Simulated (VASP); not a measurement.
# Sb (R-3m) in VASP: equation of state, part 2 of 2

VASP 6.6.1. The steps go on from the part before.

### 3 Equation of state, PBE, 29.00 Å³/atom (volume scaled by 0.96)

The input, INCAR:

```
SYSTEM = Sb
PREC = Accurate ; ENCUT = 520
EDIFF = 1E-7 ; ISMEAR = -1
SIGMA = 0.05 ; LREAL = .False.
LASPH = .True. ; NELM = 60
ALGO = Normal ; ISIF = 2
LWAVE = .False. ; LCHARG = .False.
GGA = PE ; NBANDS = 12
```

The input, KPOINTS:

```
regular mesh
0
Gamma
  8 8 8
  0 0 0
```

The input, POSCAR:

```
Sb
1.0
    2.1250856202      1.2269187549      3.7072099901
   -2.1250856202      1.2269187549      3.7072099901
    0.0000000000     -2.4538375098      3.7072099901
Sb
2
Direct
    0.7665100000      0.7665100000      0.7665100000
    0.2334900000      0.2334900000      0.2334900000
```

Potentials or basis: VASP PAW PBE potentials, release 64 (Sb).

Run with:

```console
$ cat potpaw_PBE.64/Sb/POTCAR > POTCAR
$ mpirun -np 1 vasp_std > vasp.out
```

Run time: 49 s. Hardware: 1 thread of Intel Xeon Platinum 8488C (Sapphire Rapids), shared host; peak memory 0.21 GiB.

It converged, with:

| Property | Result |
| --- | --- |
| Free energy | -8.1957 eV |
| Pressure | 5.6 GPa |
| Largest force | 0.440 eV/Å |
| Band gap on the k mesh | none (metal or under the smearing width) |

### 4 Equation of state, PBE, 29.60 Å³/atom (volume scaled by 0.98)

The input, INCAR:

```
SYSTEM = Sb
  PREC = Accurate
  ENCUT = 520
  EDIFF = 1E-7
  ISMEAR = -1
  SIGMA = 0.05
  LREAL = .False.
  LASPH = .True.
  NELM = 100
  ALGO = Normal
  ISIF = 2
  LWAVE = .False.
  LCHARG = .False.
  GGA = PE
  NBANDS = 12
```

KPOINTS is that of step 3.

The input, POSCAR:

```
Sb
1.0
    2.1397418462      1.2353805309      3.7327777635
   -2.1397418462      1.2353805309      3.7327777635
    0.0000000000     -2.4707610619      3.7327777635
Sb
2
Direct
    0.7665100000      0.7665100000      0.7665100000
    0.2334900000      0.2334900000      0.2334900000
```

Run with:

```console
$ cat potpaw_PBE.64/Sb/POTCAR > POTCAR
$ mpirun -np 1 vasp_std > vasp.out
```

It took 40 s on 1 thread of Intel Xeon Platinum 8488C (Sapphire Rapids), shared host; peak memory 0.21 GiB.

It converged, with:

| Property | Result |
| --- | --- |
| Free energy | -8.2321 eV |
| Pressure | 4.1 GPa |
| Largest force | 0.316 eV/Å |
| Band gap on the k mesh | none (metal or under the smearing width) |

### 5 Equation of state, PBE, 30.81 Å³/atom (volume scaled by 1.02)

The input, INCAR:

```
PREC = Accurate ; ENCUT = 520
EDIFF = 1E-7 ; ISMEAR = -1
SIGMA = 0.05 ; LREAL = F
LASPH = T ; NELM = 60
ALGO = Normal ; ISIF = 2
LWAVE = F ; LCHARG = F
GGA = PE ; NBANDS = 12
```

The input, KPOINTS:

```
Automatic mesh
0
Gamma
  8 8 8
```

The input, POSCAR:

```
Sb
1.0
    2.1684666409      1.2519647989      3.7828881425
   -2.1684666409      1.2519647989      3.7828881425
    0.0000000000     -2.5039295978      3.7828881425
Sb
2
Direct
    0.7665100000      0.7665100000      0.7665100000
    0.2334900000      0.2334900000      0.2334900000
```

Potentials or basis: VASP PAW PBE potentials, release 64 (Sb).

Run with:

```console
$ cat potpaw_PBE.64/Sb/POTCAR > POTCAR
$ mpirun -np 1 vasp_std > vasp.out
```

OUTCAR:

```text
PREC = Accurate
   ENCUT = 520
   EDIFF = 1E-7
   ISMEAR = -1
   LREAL = F
   LASPH = T
   NELM = 60
   ISIF = 2
   GGA = PE

 ion  position               nearest neighbor table
   1  0.767  0.767  0.767-   2 2.93   2 2.93   2 2.93   2 3.38   2 3.38   2 3.38
   2  0.233  0.233  0.233-   1 2.93   1 2.93   1 2.93   1 3.38   1 3.38   1 3.38

  LATTYP: Found a trigonal (rhomboedric) cell.
 ALAT       =     4.5365081427
 COS(alpha) =     0.5430253624

  Lattice vectors:

 A1 = (   2.1684666409,   1.2519647989,   3.7828881425)
[... 804 lines left out ...]
      7      11.1878      0.00000
      8      12.0297      0.00000
      9      13.0936      0.00000
     10      16.0983      0.00000
     11      16.1601      0.00000
     12      16.5985      0.00000

 [... further k-points ...]
[... 5 lines left out ...]
  --------------------------------------------------------------------------------------
  -------------------------------------------------------------------------------------
  Total        0.6500996      0.6500996      0.5087764      0.0000000     -0.0000000      0.0000000
  in kB       16.9032760     16.9032760     13.2287239      0.0000000     -0.0000000      0.0000000
  external PRESSURE =      15.6784253 kB  Pullay stress =       0.0000000 kB

 VOLUME and BASIS-vectors are now :
 -----------------------------------------------------------------------------
  energy-cutoff  :      520.00
  volume of cell :       61.62
      direct lattice vectors                 reciprocal lattice vectors
     2.168466641  1.251964799  3.782888143     0.230577677  0.133124084  0.088116096
    -2.168466641  1.251964799  3.782888143    -0.230577677  0.133124084  0.088116096
     0.000000000 -2.503929598  3.782888143     0.000000000 -0.266248167  0.088116096

 POSITION                                       TOTAL-FORCE (eV/Angst)
 -----------------------------------------------------------------------------------
      0.00000      0.00000      8.69886         0.000000      0.000000     -0.093639
      0.00000      0.00000      2.64980         0.000000      0.000000      0.093639
 -----------------------------------------------------------------------------------
    total drift:                                0.000000     -0.000000     -0.000000

  FREE ENERGIE OF THE ION-ELECTRON SYSTEM (eV)
  ---------------------------------------------------
  free  energy   TOTEN  =        -8.2740694283 eV

  energy  without entropy=       -8.2712820581  energy(sigma->0) =       -8.27267574
```

OSZICAR:

```text
N       E                     dE             d eps       ncg     rms          rms(c)
DAV:   1     0.347501488673E+02    0.34750E+02   -0.35897E+03  1560   0.659E+02
DAV:   2    -0.629817297908E+01   -0.41048E+02   -0.39334E+02  2016   0.106E+02
DAV:   3    -0.825746422392E+01   -0.19593E+01   -0.19438E+01  1948   0.256E+01
DAV:   4    -0.827453726898E+01   -0.17073E-01   -0.17071E-01  1780   0.288E+00
DAV:   5    -0.827474794757E+01   -0.21068E-03   -0.21068E-03  1924   0.353E-01    0.292E+00
DAV:   6    -0.827415591953E+01    0.59203E-03   -0.22252E-03  1816   0.322E-01    0.176E+00
DAV:   7    -0.827391654141E+01    0.23938E-03   -0.55235E-03  1852   0.495E-01    0.805E-02
DAV:   8    -0.827404094510E+01   -0.12440E-03   -0.14707E-04  1920   0.754E-02    0.228E-02
DAV:   9    -0.827406817573E+01   -0.27231E-04   -0.36573E-05  1796   0.358E-02    0.457E-03
DAV:  10    -0.827406898306E+01   -0.80733E-06   -0.28312E-06  1880   0.951E-03    0.134E-03
DAV:  11    -0.827406918577E+01   -0.20271E-06   -0.33564E-07  1836   0.356E-03    0.835E-04
DAV:  12    -0.827406942244E+01   -0.23667E-06   -0.40095E-08  1280   0.111E-03    0.165E-04
DAV:  13    -0.827406942831E+01   -0.58719E-08   -0.58310E-09   968   0.515E-04
   1 F= -.82740694E+01 E0= -.82726757E+01  d E =-.278737E-02
```

stdout:

```text
POSCAR found type information on POSCAR Sb
 POSCAR found :  1 types and       2 ions
 scaLAPACK will be used
 LDA part: xc-table for (Slater+PW92), standard interpolation
 POSCAR, INCAR and KPOINTS ok, starting setup
 FFT: planning ... GRIDC
 FFT: planning ... GRID_SOFT
 FFT: planning ... GRID
 WAVECAR not read
 entering main loop
```

It took 48 s on 1 thread of Intel Xeon Platinum 8488C (Sapphire Rapids), shared host; peak memory 0.21 GiB.

What came out:

```yaml
Free_energy: -8.2741 eV
Pressure: 1.6 GPa
Largest_force: 0.094 eV/Å
Band_gap_on_the_k_mesh: none (metal or under the smearing width)
```

### 6 Equation of state, PBE, 31.41 Å³/atom (volume scaled by 1.04)

The input, INCAR:

```
ALGO = Normal
EDIFF = 1E-7
ENCUT = 520
GGA = PE
ISIF = 2
ISMEAR = -1
LASPH = True
LCHARG = False
LREAL = False
LWAVE = False
NBANDS = 12
NELM = 80
PREC = Accurate
SIGMA = 0.05
```

The input, KPOINTS:

```
k-points
0
Gamma
  8 8 8
```

The input, POSCAR:

```
Sb
1.0
    2.1825479877      1.2600946682      3.8074530396
   -2.1825479877      1.2600946682      3.8074530396
    0.0000000000     -2.5201893365      3.8074530396
Sb
2
Direct
    0.7665100000      0.7665100000      0.7665100000
    0.2334900000      0.2334900000      0.2334900000
```

Potentials or basis: VASP PAW PBE potentials, release 64 (Sb).

Run with:

```console
$ cat potpaw_PBE.64/Sb/POTCAR > POTCAR
$ mpirun -np 1 vasp_std > vasp.out
```

It took 39 s on 1 thread of Intel Xeon Platinum 8488C (Sapphire Rapids), shared host; peak memory 0.22 GiB.

It converged, with:

```
Free energy            : -8.2818 eV
Pressure               : 0.5 GPa
Largest force          : 0.005 eV/Å
Band gap on the k mesh : none (metal or under the smearing width)
```

### 7 Equation of state, PBE, 32.02 Å³/atom (volume scaled by 1.06)

The input, INCAR:

```
SYSTEM = Sb
  PREC = Accurate
  ENCUT = 520
  EDIFF = 1E-7
  ISMEAR = -1
  SIGMA = 0.05
  LREAL = .False.
  LASPH = .True.
  NELM = 100
  ALGO = Normal
  ISIF = 2
  LWAVE = .False.
  LCHARG = .False.
  GGA = PE
  NBANDS = 12
```

The input, KPOINTS:

```
regular mesh
0
Gamma
  8 8 8
  0 0 0
```

The input, POSCAR:

```
Sb
1.0
    2.1964499421      1.2681209653      3.8317049867
   -2.1964499421      1.2681209653      3.8317049867
    0.0000000000     -2.5362419306      3.8317049867
Sb
2
Direct
    0.7665100000      0.7665100000      0.7665100000
    0.2334900000      0.2334900000      0.2334900000
```

Run with:

```console
$ cat potpaw_PBE.64/Sb/POTCAR > POTCAR
$ mpirun -np 1 vasp_std > vasp.out
```

Wall time 34 s (1 thread of Intel Xeon Platinum 8488C (Sapphire Rapids), shared host); peak memory 0.22 GiB.

Results (log left out):

```
Free energy            : -8.2818 eV
Pressure               : -0.5 GPa
Largest force          : 0.097 eV/Å
Band gap on the k mesh : none (metal or under the smearing width)
```

### 8 Equation of state, PBE

Potentials or basis: VASP PAW PBE potentials, release 64 (Sb).

No new run: the results of the series are fitted here.

Results:

| Quantity | Value |
| --- | --- |
| Equilibrium volume | 31.71 Å³/atom |
| Bulk modulus at fixed shape and positions | 51 GPa |
| Pressure derivative of the bulk modulus | 4.6 |

Energy against volume, from the lowest point:
| volume (Å³/atom) | energy (meV/atom) |
| --- | --- |
| 28.393 | 67.18 |
| 28.998 | 43.05 |
| 29.602 | 24.86 |
| 30.206 | 11.98 |
| 30.810 | 3.85 |
| 31.414 | 0.00 |
| 32.018 | 0.00 |

Caveat: the cell was scaled at fixed shape and fractional positions, which overstates the stiffness of a crystal with free parameters, most of all of layers and chains. The run has no spin-orbit coupling, so splittings on Sb are missing.
